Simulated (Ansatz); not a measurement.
Stress against strain in CdS

```yaml
crystal:
  lattice:
    - [4.13480, 0.00000, 0.00000]
    - [-2.06740, 3.58084, 0.00000]
    - [0.00000, 0.00000, 6.74900]
  atoms:
    - { symbol: Cd, position: [0.33333, 0.66667, 0.00000] }
    - { symbol: Cd, position: [0.66667, 0.33333, 0.50000] }
    - { symbol: S, position: [0.33333, 0.66667, 0.38500] }
    - { symbol: S, position: [0.66667, 0.33333, 0.88500] }
```

Atom numbers follow the list: Cd1, Cd2, S3, S4.

The conventional cell has a = 4.135 Å, b = 4.135 Å, c = 6.749 Å, α = 90.00°, β = 90.00°, γ = 120.00°. Cd (atom 1) has 4 S at 2.51 to 2.60 Å as nearest neighbours. S (atom 3) has 4 Cd at 2.51 to 2.60 Å as nearest neighbours.

The cell comes from COD entry 9008862, which wasn't checked; take it as a given geometry. It differs from other determinations.

Theory: DFT, LDA, all-electron LAPW, scalar-relativistic in Ansatz 0.2.0.

Settings: a Γ-centred 8×8×4 k mesh, Fermi–Dirac smearing of 0.02 eV, basis error target 1 meV/atom, no spin polarisation.

The strain is applied along the Cartesian axes of the cell as listed (the other components stay zero). Fractional coordinates are held (clamped ions).

σ is the change of stress from the unstrained cell, which is at -2.70 GPa; tension is positive, so slopes are stress–strain coefficients at that pressure.

Only quantities that a quadratic follows smoothly over the whole series are listed; rougher ones are left out.

```tsv
εxx = εyy	σzz (GPa)	σxx (GPa)
-0.0200	-0.93	-3.53
-0.0100	-0.44	-1.65
0.0000	0.00	0.00
0.0200	0.76	2.73
```

Problem. Fit the series and read off the stiffness at zero strain.

Solution. Least-squares fits y = p0 + p1 x + p2 x² to the rows give σzz (GPa): p1 = 42.2, p2 = -220; σxx (GPa): p1 = 156, p2 = -1000. So C13 + C23 = 42 GPa and C11 + C12 = 156 GPa, for these axes.

Problem. One run, at εxx = εyy = 0.0100, is withheld. Predict its row.

Solution. The fits give 0.40, 1.47; the run gave 0.40, 1.46.
